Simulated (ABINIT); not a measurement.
Runs of ABINIT 10.8.3 (patched build) on Pd. The structure is cubic, space group Fm-3m (No. 225). Conventional cell: a = 3.893 Å, b = 3.893 Å, c = 3.893 Å, α = 90.00°, β = 90.00°, γ = 90.00°. Pd (site symmetry m-3m) is surrounded by 12 Pd at 2.75 Å. 

```tsv
task	level	potentials or basis	k mesh	cutoff (eV)	fine-grid cutoff	mesh quality	gap on the mesh (eV)	pressure (GPa)	V0 of scaled cells (Å³/atom)	B0 (GPa)
band structure	RPBE	JTH PAW PBE v2.0	12 × 12 × 12	626	1224.51 eV	not flagged	none	(a)	-	-
equation of state	LDA	JTH PAW LDA v2.0	12 × 12 × 12	490	979.61 eV	not flagged	-	-	14.10	(c)
band structure	LDA-PZ	JTH PAW LDA v2.0	12 × 12 × 12	626	1224.51 eV	not flagged	none	-8.8	-	-
band structure	PW91	JTH PAW PBE v2.0	12 × 12 × 12	626	1224.51 eV	not flagged	none	(b)	-	-
single point	LDA	JTH PAW LDA v2.0	5 × 5 × 5	626	1224.51 eV	coarse	none	-6.0	-	-
equation of state	LDA	JTH PAW LDA v2.0	12 × 12 × 12	789	1387.78 eV	not flagged	-	-	14.11	227
band structure	OLYP	JTH PAW PBE v2.0	12 × 12 × 12	626	1224.51 eV	not flagged	none	5.5	-	-
equation of state	PBEsol	JTH PAW PBE v2.0	12 × 12 × 12	490	979.61 eV	not flagged	-	-	14.52	202
```

Alike in all rows: no spin polarisation; cell as given; smearing fermi-dirac 0.05 eV.

Problem. Fill in the values left out.

Solution. (a) 11.4; (b) 6.9; (c) 223.

Caveats: some runs use coarse meshes; the PAW data sets were made with another functional, which shifts forces and pressure a little (some runs); pressures at fixed basis lie under the slope of the energies (some runs).

A k mesh can miss the band edges, and the runs leave out spin-orbit coupling on Pd.

A gap of «none» marks a metal or a gap under the smearing width.

Runs at the PBE level aren't shown here.
